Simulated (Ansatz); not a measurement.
SrCl2 in the CdCl2-type structure (no longer in that coordination), relaxed with r2SCAN+rVV10: 4 runs in Ansatz, each a calculation of independent-particle optics. The symmetry is Fm-3m (No. 225, cubic); a = 6.951 Å in the conventional setting, 27.98 Å³ an atom. Sr is surrounded by 8 Cl at 3.01 Å; Cl is surrounded by 4 Sr at 3.01 Å. The cell comes from a prototype generator: it can be a known phase or a hypothetical one. Spin polarisation is off.

```yaml
crystal:
  lattice:
    - [2.45672, 1.41839, 4.01532]
    - [-2.45672, 1.41839, 4.01532]
    - [0.00000, -2.83678, 4.01532]
  atoms:
    - { symbol: Sr, position: [0.00000, 0.00000, 0.00000] }
    - { symbol: Cl, position: [0.24995, 0.24995, 0.24995] }
    - { symbol: Cl, position: [0.75005, 0.75005, 0.75005] }
```

On meshes this coarse, single peaks can be features of the mesh. No local fields, no excitons; the zone sum runs over the cells of the mesh, and ε∞ includes the bands left out of the spectrum. Up to four peaks are listed, those above 15 % of the tallest and inside the complete range; the four can differ from row to row. Rows marked drawn have settings drawn at random (some not listed).

```json
{"functional": "PBE", "k mesh": "6×6×6", "broadening (eV)": "0.1", "scissors (eV)": "0.00", "range (eV)": "0–21", "settings": "chosen", "direct gap on the mesh before scissors (eV)": "5.50", "ε∞ xx": "3.23", "ε∞ yy": "3.23", "ε∞ zz": "3.23", "complete up to (eV)": "21.0", "tallest peaks of mean ε₂ (eV)": "7.60 8.45 9.60 12.60"}
{"functional": "r2SCAN", "k mesh": "6×6×6", "broadening (eV)": "0.1", "scissors (eV)": "0.00", "range (eV)": "0–21", "settings": "chosen", "direct gap on the mesh before scissors (eV)": "5.98", "ε∞ xx": "3.01", "ε∞ yy": "3.01", "ε∞ zz": "3.01", "complete up to (eV)": "21.0", "tallest peaks of mean ε₂ (eV)": "8.25 9.00 10.40 13.35"}
{"functional": "PBE", "k mesh": "6×6×6", "broadening (eV)": "0.1", "scissors (eV)": "1.32 (to HSE06)", "range (eV)": "0–21", "settings": "chosen", "direct gap on the mesh before scissors (eV)": "5.50", "ε∞ xx": "2.97", "ε∞ yy": "2.97", "ε∞ zz": "2.97", "complete up to (eV)": "21.0", "tallest peaks of mean ε₂ (eV)": "8.95 9.75 10.95 13.95"}
{"functional": "PBEsol", "k mesh": "4×4×4", "broadening (eV)": "0.25", "scissors (eV)": "2.50", "range (eV)": "2–10", "settings": "drawn", "direct gap on the mesh before scissors (eV)": "5.35", "ε∞ xx": "2.84", "ε∞ yy": "2.84", "ε∞ zz": "2.84", "complete up to (eV)": "10.0", "tallest peaks of mean ε₂ (eV)": "none"}
```

The fundamental gap is indirect (5.39 eV with PBE on 6×6×6); the table holds the direct one. The two differ by only 0.12 eV.

The runs are scalar-relativistic, without spin-orbit coupling.
